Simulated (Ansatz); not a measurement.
# HfC: the cost of one run

Method: DFT, PBE, all-electron LAPW, scalar-relativistic, in Ansatz 0.2.0.

## (1) The structure to begin with

The structure is cubic, space group Fm-3m (No. 225). Conventional cell: a = 4.650 Å, b = 4.650 Å, c = 4.650 Å, α = 90.00°, β = 90.00°, γ = 90.00°. Hf (site symmetry m-3m) has 6 C at 2.33 Å in its first shell of neighbours. Around C (site symmetry m-3m) lie 6 Hf at 2.33 Å.

Structure file:

```cif
data_structure
_symmetry_space_group_name_H-M 'Fm-3m'
_symmetry_Int_Tables_number 225
_cell_length_a 4.6500
_cell_length_b 4.6500
_cell_length_c 4.6500
_cell_angle_alpha 90.000
_cell_angle_beta 90.000
_cell_angle_gamma 90.000
_cell_volume 100.54
loop_
_atom_site_label
_atom_site_type_symbol
_atom_site_symmetry_multiplicity
_atom_site_Wyckoff_symbol
_atom_site_fract_x
_atom_site_fract_y
_atom_site_fract_z
_atom_site_occupancy
Hf1 Hf 4 b 0.50000 0.00000 0.00000 1
C1 C 4 a 0.00000 0.00000 0.00000 1
```

The file gives the conventional cell by its symmetry; the runs use the cell typed in the input.

The geometry is a database entry used as it stands. It may stem from high pressure or temperature, or be incomplete, so it serves as a test cell.

Atoms are numbered in the order of the input: Hf1, C2.

## (2) With Fermi–Dirac smearing of 0.01 eV

input.yaml reads:

```yaml
crystal:
  lattice:
    - [0.0, 2.325, 2.325]
    - [2.325, 0.0, 2.325]
    - [2.325, 2.325, 0.0]
  atoms:
    - { symbol: Hf, position: [0.5, 0.5, 0.5] }
    - { symbol: C, position: [0.0, 0.0, 0.0] }
kpoints:
  mp_grid: { grid: [15, 15, 15] }
scf:
  occupations: { method: fermi_dirac, width: 0.01 }
hamiltonian:
  xc: pbe
  pseudopotentials: { kind: all_electron, lapw: { basis_error: 0.001 } }
output:
  forces: true
  stress: true
  eigenvalues: true
```

The run is started by

```console
$ ansatz run input.yaml --threads 1 --pin off --max-ram 2048MiB --backend cpu --events-out ev --progress --plain --runs-dir out
```

Q: Estimate wall time and peak memory on 1 thread of Arm Neoverse V2, shared host.

About 23 s, with a peak of 0.47 GiB.
